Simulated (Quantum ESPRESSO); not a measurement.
## HfN: phonons with LDA

HfN:

```
Hf N
1.0
     0.00000    2.25600    2.25600
     2.25600    0.00000    2.25600
     2.25600    2.25600    0.00000
Hf N
1 1
Direct
  0.00000 0.00000 0.00000
  0.50000 0.50000 0.50000
```

```
Program                     : Quantum ESPRESSO 7.5
Task                        : phonons
Functional                  : LDA
Potentials or basis         : PseudoDojo 0.4.1 SR LDA standard
Cutoff                      : 1143 eV
Density cutoff              : 4572 eV
k mesh                      : 8 × 8 × 8
Occupations                 : cold, width 0.2 eV
Spin                        : no spin polarisation
Form of the LDA correlation : PW92
Mixing beta                 : 0.5
Most SCF iterations         : 120
SCF threshold               : 4e-10 Ry
```

The relaxed volume is 11.00 Å³/atom, the relaxed cell is a = 3.145 Å, b = 3.145 Å, c = 3.145 Å, α = 60.00°, β = 60.00°, γ = 60.00° and the space group after relaxing (to 0.05 Å) is Fm-3m (No. 225). The pressure after relaxing is 0.0 GPa. The band gap on the k mesh is none (metal or under the smearing width). The highest phonon frequency at Γ is 526 cm⁻¹.

The path:
```csv
step,energy change (eV),largest force (eV/Å),pressure (GPa),volume (Å³)
1,0.0000,0.0000,-12.15,22.96
2,-0.0295,0.0000,6.39,21.57
3,-0.0379,0.0000,-0.44,22.03
4,-0.0379,0.0000,-0.01,22.00
5,-0.0379,0.0000,0.01,22.00
```

Final structure:
```
CELL_PARAMETERS angstrom
0.00000 2.22396 2.22396
2.22396 0.00000 2.22396
2.22396 2.22396 0.00000
ATOMIC_POSITIONS crystal
Hf 0.00000 0.00000 0.00000
N 0.50000 0.50000 0.50000
```

Levels at points of the mesh, in eV from the Fermi level:
```csv
k point,band 6,band 7,band 8,band 9,band 10,band 11,band 12,band 13
"(0.00, 0.00, 0.00)",-3.01,-3.01,-3.01,-0.43,-0.43,-0.43,2.03,2.03
"(0.00, 0.00, -0.50)",-9.17,-6.44,-6.44,3.45,3.89,3.89,4.78,9.36
"(0.00, -0.50, -0.50)",-5.34,-4.05,-3.65,-3.65,4.31,5.85,5.85,6.20
```

Phonon frequencies in cm⁻¹ (negative: imaginary):
```tsv
q point	frequencies
(0.000, 0.000, 0.000)	1 1 1 526 526 526
```

Optical modes at Γ, degenerate ones joined:
```tsv
cm⁻¹	components	symmetry	active in
526	3	T1u	IR
```

Run time: 2 min on 1 thread of Intel(R) Xeon(R) 6975P-C (Granite Rapids) (shared host), peak memory 0.06 GiB.

Caveat: the mesh is thin for the phonons of a metal. Spin-orbit coupling is left out, which matters for the levels of Hf.
